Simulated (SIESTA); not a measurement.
**CuCl2 under changes of volume**

One of the cells (29.413 Å³/atom); the others are scaled copies at fixed shape and fractional positions:

```xyz
3
Lattice="4.5206 0.0000 0.0000 0.0000 4.5206 0.0000 0.0000 0.0000 4.3177" Properties=species:S:1:pos:R:3 pbc="T T T"
Cu    0.0000    0.0000    0.0000
Cl    0.0000    2.2603    0.0000
Cl    2.2603    0.0000    0.0000
```

Measurements of this composition are mostly on another form, of space group No. 12.

```yaml
Program: SIESTA 5.4.2
Functional: LDA
Potentials_or_basis: PseudoDojo 0.4 standard (LDA files)
Basis: DZP (energy shift 0.003 Ry; two zetas on semicore shells)
Grid_cutoff: 800 Ry
Energy_shift: 0.003 Ry
k_mesh: 6 × 6 × 6
Occupations: fermi-dirac, width 0.05 eV
Spin: no spin polarisation
```

```tsv
volume (Å³/atom)	energy over the lowest point (meV/atom)	pressure (GPa)
27.648	0.00	-0.2
28.236	2.35	-1.1
28.824	?	?
29.413	16.27	-2.6
30.001	27.09	-3.2
30.589	40.05	-3.8
31.177	54.90	-4.3
```

What does the run at 28.824 Å³/atom give?

Energy over the lowest point 7.89 meV/atom; pressure -1.9 GPa.

Worked out: A Birch-Murnaghan fit of order 3 (a polynomial in V^(-2/3)) to the other rows has its minimum at 27.55 Å³/atom, just outside them, with B0 = V·E''(V) = 48 GPa and B' = 5.1 at fixed shape and positions, which overstates the stiffness. It gives 7.90 meV/atom at 28.824 Å³/atom, against the run's 7.89, and -dE/dV = -1.9 GPa, against -1.9.

Energies are extrapolated to zero smearing.

Caveats: short orbitals over semicore shells can move pressures by several GPa; the basis of atomic orbitals isn't converged, which shifts pressures, moduli and gaps; an odd number of electrons without spin polarisation forces a metal; a magnetic or distorted state may lie lower; the run has no spin polarisation, though such a crystal can be magnetic.
